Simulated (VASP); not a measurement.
# MgS (Niningerite) under changes of volume

One of the cells (17.962 Å³/atom); the others are scaled copies at fixed shape and fractional positions:

```
CELL_PARAMETERS angstrom
0.00000 2.61888 2.61888
2.61888 0.00000 2.61888
2.61888 2.61888 0.00000
ATOMIC_POSITIONS crystal
S 0.50000 0.50000 0.50000
Mg 0.00000 0.00000 0.00000
```

| Item | Value |
| --- | --- |
| Program | VASP 6.6.1 |
| Functional | PBEsol |
| Potentials or basis | VASP PAW PBE potentials, release 64 (S, Mg) |
| Cutoff | 520 eV |
| k mesh | 9 × 9 × 9 |
| Occupations | fermi-dirac, width 0.05 eV |
| Spin | no spin polarisation |

| volume (Å³/atom) | energy over the lowest point (meV/atom) | pressure (GPa) | gap on the mesh (eV) |
| --- | --- | --- | --- |
| 16.553 | 9.85 | 4.1 | 2.96 |
| 16.905 | 2.92 | 2.2 | 2.92 |
| 17.257 | 0.00 | 0.4 | 2.88 |
| 17.962 | 4.72 | -2.5 | 2.79 |
| 18.314 | ? | ? | ? |
| 18.666 | 21.27 | -5.0 | 2.71 |

Question: What does the run at 18.314 Å³/atom give?

Answer: Energy over the lowest point 11.66 meV/atom; pressure -3.8 GPa; gap on the mesh 2.75 eV.

Worked out: A Birch-Murnaghan fit of order 3 (a polynomial in V^(-2/3)) to the other rows has its minimum at 17.36 Å³/atom with B0 = V·E''(V) = 79 GPa and B' = 4.1. It gives 11.66 meV/atom at 18.314 Å³/atom, against the run's 11.66, and -dE/dV = -3.8 GPa, against -3.8. A straight line through the other rows of the gap, of slope -2.1 eV per unit of ln V, gives 2.75 eV, against the run's 2.75.

Energies are extrapolated to zero smearing.

Caveats: the PAW data sets were made with another functional, which shifts forces and pressure a little; an odd mesh through Γ misses points on the zone boundary, where band edges often lie.
